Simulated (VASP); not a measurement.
**ZnSe (Stilleite): band structure with PBE-EpsX**

**Experimental background.**

From “Alloy Disordering Effects on the Thermal Conductivity and Energy Gap Temperature Dependence of Cd1−xZnxSe Ternary Crystals Grown by the Bridgman Method”, 2023, pmc:10253836, for a bulk crystal of ZnSe at 300 K: band gap 2.695 ± 0.003 eV (an exciton energy, a little under the gap).

The system is ZnSe (Stilleite).

```xyz
2
Lattice="0.0000 2.8207 2.8207 2.8207 0.0000 2.8207 2.8207 2.8207 0.0000" Properties=species:S:1:pos:R:3 pbc="T T T"
Zn    0.0000    0.0000    0.0000
Se    1.4103    1.4103    1.4103
```

* Program: VASP 6.6.1
* Task: band structure
* Functional: PBE-EpsX
* Potentials or basis: VASP PAW PBE potentials, release 64 (Zn, Se)
* Cutoff: 520 eV
* k mesh: 6 × 6 × 6
* Occupations: gaussian, width 0.03 eV
* Spin: no spin polarisation
* Grid for exact exchange (PRECFOCK): Fast
* Exchange at q = 0: truncated
* Share of exact exchange: 0.13
* Further INCAR settings: ALGO = Normal; EDIFF = 1e-06; NBANDS = 16

```
Pressure                : 2.6 GPa
Band gap on the k mesh  : 2.24 eV, direct
Band gap along the path : 2.24 eV, direct
```

Levels at points of the mesh, in eV from the valence-band top:
| k point | band 6 | band 7 | band 8 | band 9 | band 10 | band 11 | band 12 | band 13 |
| --- | --- | --- | --- | --- | --- | --- | --- | --- |
| (0.00, 0.00, 0.00) | -7.12 | 0.00 | 0.00 | 0.00 | 2.24 | 6.75 | 6.75 | 6.75 |
| (0.50, 0.00, 0.00) | -6.94 | -5.54 | -0.93 | -0.93 | 3.48 | 7.32 | 7.32 | 9.58 |
| (0.50, 0.50, 0.00) | -6.91 | -5.08 | -2.33 | -2.33 | 3.74 | 4.34 | 11.96 | 12.54 |

Run time: 11 min on 4 MPI ranks on Intel(R) Xeon(R) Platinum 8259CL CPU @ 2.50GHz (Skylake/Cascade Lake), with other jobs on the host, peak memory 0.3 GiB a rank.

Against the measured gap of ZnSe, 2.695 eV (an exciton energy, a little under the gap; 300 K; “Alloy Disordering Effects on the Thermal Conductivity and Energy Gap Temperature Dependence of Cd1−xZnxSe Ternary Crystals Grown by the Bridgman Method”, 2023, pmc:10253836), the calculated 2.24 eV is off by -0.46 eV. Spin-orbit coupling on Se is left out. The value is that of PBE-EpsX, without temperature or zero-point motion.

Caveat: the PAW data sets were made with another functional, which shifts forces and pressure a little.
